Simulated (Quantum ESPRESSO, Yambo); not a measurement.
# Quasiparticle gap of BAs (F-43m) in Yambo, part 2 of 3

How does a plane-wave GW calculation on BAs (F-43m) run from the first input to the gap?

Quantum ESPRESSO 7.5 and Yambo 5.3.0; PBE and many-body steps on it, plane waves. Known limits of the many-body steps: not at the basis limit; exchange with frozen shells missing; no spin-orbit coupling.

So far. Step 2 (Ground state): The gap is indirect, with the least direct gap 2.08 eV higher. Step 3 (Bands along the symmetry lines): The gap is 1.209 eV, as in the run before at this level.

## 4. Empty states on the mesh, 6×6×6 mesh, 70 bands

Level of this step: DFT, PBE, plane waves, norm-conserving pseudopotentials (Quantum ESPRESSO).

The sums over transitions need many empty states on a uniform mesh; this step solves for them.

The input, pw.in:

```
&control
  calculation = 'nscf'
  prefix = 'x'
  outdir = 'o'
  pseudo_dir = 'pseudo'
/
&system
  ibrav = 0
  nat = 2
  ntyp = 2
  ecutwfc = 76.0
  nbnd = 70
  force_symmorphic = .true.
/
&electrons
  conv_thr = 1e-9
  electron_maxstep = 80
  diago_full_acc = .true.
  diago_thr_init = 5e-6
/
ATOMIC_SPECIES
  B 10.81 B.upf
  As 74.922 As.upf
CELL_PARAMETERS angstrom
  -0.0000000000 2.3885000000 2.3885000000
  2.3885000000 -0.0000000000 2.3885000000
  2.3885000000 2.3885000000 -0.0000000000
ATOMIC_POSITIONS crystal
  B 0.0000000000 0.0000000000 0.0000000000
  As 0.2500000000 0.2500000000 0.2500000000
K_POINTS automatic
  6 6 6 0 0 0
```

On the command line:

```sh
$ OMP_NUM_THREADS=1 mpirun -n 4 pw.x -nk 4 -in pw.in > pw.out
```

Log:

```text
[banner, memory and clock lines left out]
Program PWSCF v.7.5 starts

     Atomic positions and unit cell read from directory:
     o/x.save/

     Message from routine setup:
     using ibrav=0 with symmetry is DISCOURAGED, use correct ibrav instead

     G-vector sticks info

     bravais-lattice index     =            0
     lattice parameter (alat)  =       6.3832  a.u.
     unit-cell volume          =     183.9087 (a.u.)^3
     number of atoms/cell      =            2
     number of atomic types    =            2
     number of electrons       =        18.00
     number of Kohn-Sham states=           70
     kinetic-energy cutoff     =      76.0000  Ry
     charge density cutoff     =     304.0000  Ry
     Exchange-correlation= PBE
                           (   1   4   3   4   0   0   0)

     celldm(1)=   6.383210  celldm(2)=   0.000000  celldm(3)=   0.000000
     celldm(4)=   0.000000  celldm(5)=   0.000000  celldm(6)=   0.000000

     crystal axes: (cart. coord. in units of alat)
               a(1) = (  -0.000000   0.707107   0.707107 )
               a(2) = (   0.707107  -0.000000   0.707107 )
               a(3) = (   0.707107   0.707107  -0.000000 )

     reciprocal axes: (cart. coord. in units 2 pi/alat)
               b(1) = ( -0.707107  0.707107  0.707107 )
               b(2) = (  0.707107 -0.707107  0.707107 )
               b(3) = (  0.707107  0.707107 -0.707107 )
     Pseudo is Norm-conserving + core correction, Zval =  3.0
     Generated using ONCVPSP code by D. R. Hamann
     Using radial grid of 1534 points,  4 beta functions with:
     Pseudo is Norm-conserving + core correction, Zval = 15.0
     Generated using ONCVPSP code by D. R. Hamann
     Using radial grid of 1358 points,  6 beta functions with:
     B                 3.00    10.81000     B ( 1.00)
     As               15.00    74.92200     As( 1.00)

     24 Sym. Ops. (no inversion) found

   Cartesian axes

     site n.     atom                  positions (alat units)
         1        B      tau(   1) = (   0.0000000   0.0000000   0.0000000  )
         2        As     tau(   2) = (   0.3535534   0.3535534   0.3535534  )

     number of k points=    16
                       cart. coord. in units 2pi/alat
        k(    1) = (   0.0000000   0.0000000   0.0000000), wk =   0.0092593
        k(    2) = (   0.1178511   0.1178511  -0.1178511), wk =   0.0740741
        k(    3) = (   0.2357023   0.2357023  -0.2357023), wk =   0.0740741
[...]
[... 4 further rows ...]
        k(   15) = (  -0.1178511  -0.3535534   0.5892557), wk =   0.2222222
        k(   16) = (  -0.7071068   0.2357023   0.0000000), wk =   0.1111111

     Dense  grid:    16457 G-vectors     FFT dimensions: (  36,  36,  36)

     The potential is recalculated from file :
     o/x.save/charge-density

     Starting wfcs are   13 randomized atomic wfcs +   57 random wfcs

     Band Structure Calculation

     End of band structure calculation

          k = 0.0000 0.0000 0.0000 (  2085 PWs)   bands (ev):

   -24.5717 -24.5717 -24.5717 -24.5522 -24.5522  -4.0540  11.3431  11.3431
    11.3431  14.6353  14.6353  14.6353  16.0307  20.9518  24.5116  24.5116
    25.8254  25.8254  25.8254  30.3182  41.1430  41.1430  41.1430  48.1989
[...]
99.8793  99.8793  99.8793 102.3755 102.3755 105.3529

          k = 0.1179 0.1179-0.1179 (  2052 PWs)   bands (ev):

[...]
93.5973  93.5973  95.8253 101.7956 101.7956 101.9480

          k = 0.2357 0.2357-0.2357 (  2030 PWs)   bands (ev):

[...]
76.4151  76.4151  78.0566  80.1541  80.1541  82.5165  83.7931  83.7931
    85.5414  86.7778  86.7778  87.4386  88.8971  90.1117  90.1117  90.6022
    90.6022  93.3101  93.3101  93.3146  97.0537  97.0538

          k =-0.3536-0.3536 0.3536 (  2060 PWs)   bands (ev):

     [... further k-points ...]

     highest occupied, lowest unoccupied level (ev):    11.3431   12.6372

     XML data file, pseudopotentials, collected wavefunctions
```

It took 4.5 s on 4 MPI ranks of Arm Neoverse V1, shared host; peak memory 0.23 GiB.

Numbers from this step:

```
gap                                                           : 1.294 eV
k of the valence top                                          : 0, 0, 0
k of the conduction bottom                                    : 0, 0.3333, 0.3333
least direct gap                                              : 3.292 eV
k points computed                                             : 16
lowest point of the top converged band, above the valence top : 85.7106 eV
```

On this mesh the gap is 1.294 eV. The earlier step found 1.209 eV, so this mesh misses an edge.

## 5. Conversion and set-up

This step: Yambo 5.3.0; conversion and set-up on PBE, plane waves, norm-conserving pseudopotentials.

The states are converted to the many-body program's format and the q mesh is built.

On the command line:

```sh
$ (cd o/x.save; p2y > p2y.log; mv SAVE ../..); yambo > setup.log
```

Log:

```text
 Yambo, version 5.3.0

 [02] CORE Variables Setup
 =========================

  [02.01] Unit cells
  ==================

  Cell kind             :  FCC
  Atoms in the cell     :  B  As
  number of B  atoms    :  1
  number of As atoms    :  1

  List of atomic masses
  Mass of B     :  10.81000
  Mass of As    :  74.92200

  List of atomic coordinates    : [cc]
  B1       :  0.000000  0.000000  0.000000  order 1
  As1       :  2.256805  2.256805  2.256805  order 2

  Alat factors          :  4.513611  4.513611  4.513611 [a.u.]
  Direct lattice volume :  183.9087 [a.u.]
  Direct lattice vectors:  A[ 1 ]  A[ 2 ]  A[ 3 ]
   A[ 1 ]: -0.000000  1.000000  1.000000  [iru]
  -0.000000  4.513611  4.513611  [cc]
   A[ 2 ]:  1.000000 -0.000000  1.000000  [iru]
   4.513611 -0.000000  4.513611  [cc]
   A[ 3 ]:  1.000000  1.000000 -0.000000  [iru]
   4.513611  4.513611 -0.000000  [cc]

  Recip. lattice volume :  1.348768 [a.u.]
  Recip. lattice vectors:  B[ 1 ]  B[ 2 ]  B[ 3 ]
   B[ 1 ]: -0.500000  0.500000  0.500000  [iku]
  -0.696026  0.696026  0.696026  [cc]
   B[ 2 ]:  0.500000 -0.500000  0.500000  [iku]
   0.696026 -0.696026  0.696026  [cc]
   B[ 3 ]:  0.500000  0.500000 -0.500000  [iku]
   0.696026  0.696026 -0.696026  [cc]

  [02.02] Symmetries
  ==================

  Inversion symmetry    : yes
  Spatial inversion     : no
  Inversion index       :  25
  K-space Time-reversal : yes
  Magnetic symmetries   : no
  Time-reversal derived K-space symmetries:   25   48
  Group table correct   : yes
  Symmetries units      :  [cc]

   [S  1]:   1.0000     -0.32065E-16 -0.32065E-16 -0.32065E-16   1.0000      0.32065E-16  0.32065E-16  0.32065E-16   1.0000
   [S  2]:  -1.0000      0.32065E-16 -0.32065E-16  0.32065E-16  -1.0000      0.32065E-16 -0.32065E-16 -0.32065E-16   1.0000
   [S  3]:  -1.0000     -0.32065E-16  0.32065E-16  0.32065E-16   1.0000     -0.32065E-16 -0.32065E-16  0.32065E-16  -1.0000
[...]
[S  9]: -0.32065E-16   1.0000     -0.32065E-16  0.32065E-16 -0.32065E-16   1.0000       1.0000      0.32065E-16  0.32065E-16
   [S 10]: -0.32065E-16  -1.0000      0.32065E-16  0.32065E-16  0.32065E-16  -1.0000       1.0000     -0.32065E-16 -0.32065E-16
     [... 36 further rows ...]
   [S*47]:   1.0000     -0.32065E-16  0.32065E-16 -0.32065E-16  0.32065E-16  -1.0000      0.32065E-16   1.0000     -0.32065E-16
   [S*48]:   1.0000      0.32065E-16 -0.32065E-16 -0.32065E-16 -0.32065E-16   1.0000      0.32065E-16  -1.0000      0.32065E-16

  [02.03] Reciprocal space
  ========================

  nG shells         :  211
  nG charge         :  16457
  nG WFs            :  2709
  nC WFs            :  2085
  G-vecs. in first 21 shells:  [ Number ]
     1    9   15   27   51   59   65   89  113
    137   169   181   229   259   283   307   331   339
    387   411   459
  ...
  Shell energy in first 21 shells:  [ mHa ]
[...]
[02.05] Energies & Occupations
  ==============================

  [X] === General ===
  [X] Electronic Temperature                        :  0.000000  0.000000 [eV K]
  [X] Bosonic    Temperature                        :  0.000000  0.000000 [eV K]
  [X] Finite Temperature mode                       : no
  [X] El. density                                   :  0.66049E+24 [cm-3]
  [X] Fermi Level                                   :  11.34311 [eV]

  [X] === Gaps and Widths ===
  [X] Conduction Band Min                           :  1.294135 [eV]
  [X] Valence Band Max                              :  0.000000 [eV]
  [X] Filled Bands                                  :   9
  [X] Empty Bands                                   :   10   70
  [X] Direct Gap                                    :  3.292229 [eV]
  [X] Direct Gap localized at k                     :  1
  [X] Indirect Gap                                  :  1.294135 [eV]
  [X] Indirect Gap between kpts                     :   1  10
  [X] Last valence band width                       :  4.947480 [eV]
  [X] 1st conduction band width                     :  3.060953 [eV]

  E @ K [ 1]:  [eV]
   -35.9148     -35.9148     -35.9148     -35.8953     -35.8953     -15.3971    -0.496399E-8 -0.406908E-8
    0.00000   3.29223   3.29223   3.29223   4.68764   9.60869  13.16854  13.16854
   14.48227  14.48227  14.48227  18.97507  29.79989  29.79989  29.79989  36.85575
  occ @ K [ 1]
[...]
E @ K [ 2]:  [eV]
[...]
occ @ K [ 2]
[...]
E @ K [ 3]:  [eV]
[...]
occ @ K [ 3]
[...]
E @ K [ 8]:  [eV]
[...]
occ @ K [ 8]
[...]
E @ K [ 9]:  [eV]
[...]
occ @ K [ 9]
[...]
E @ K [10]:  [eV]
[...]
occ @ K [10]
[...]
E @ K [11]:  [eV]
[...]
occ @ K [11]
[...]
E @ K [12]:  [eV]
[...]
occ @ K [12]
[...]
E @ K [13]:  [eV]
[...]
occ @ K [13]
[...]
E @ K [14]:  [eV]
[...]
occ @ K [14]
[...]
E @ K [15]:  [eV]
[...]
occ @ K [15]
[...]
E @ K [16]:  [eV]
[...]
occ @ K [16]
[...]
2.000000  0.000000  0.000000  0.000000  0.000000  0.000000  0.000000  0.000000
   0.000000  0.000000  0.000000  0.000000  0.000000  0.000000  0.000000  0.000000

 [03] Transferred momenta grid and indexing
 ==========================================

 IBZ Q-points                                      :  16
 BZ  Q-points                                      :  216

 K/Q-points units:
 rlu = crystal or reduced units; cc = cartesian coordinates; iku = interal k-units

 Q [ 1]         [rlu]:  0.000000  0.000000  0.000000
 Q [ 2]         [rlu]: -0.44040E-17 -0.44040E-17  0.16667
 Q [ 3]         [rlu]: -0.88081E-17 -0.88081E-17  0.33333
[...]
Q [ 8]         [rlu]: -0.63303E-17  0.16667     -0.33333
 Q [ 9]         [rlu]:  0.28747E-16  0.16667     -0.16667
 Q [10]         [rlu]: -0.18005E-16  0.33333      0.33333
     [... 4 further rows ...]
 Q [15]         [rlu]:  0.166667  0.333333 -0.333333
 Q [16]         [rlu]:  0.166667 -0.500000 -0.333333

  [03.01] X indexes
  =================

   [03.01.01] Sigma indexes
   ========================

 [06] Game Over & Game summary
```

Run time: 2.4 s. Hardware: 1 MPI rank; peak memory 0.24 GiB.

[end of part 2 of 3]

[Paths, hosts, dates, memory and timing lines, banners, echoed tables and standing remarks are left out of the program output.]

[Logs are printed without paths, hosts, clocks, repeated set-up lines and the standing remarks that a program may print on its own settings, such as how far it seeks lower states.]

[Runs of the session that timed out or met a known fault of the program may be left out.]

[Hosts, paths, dates, database ids (printed as entryN), source tags and the programs' standing remarks are cut or masked in the printed files.]
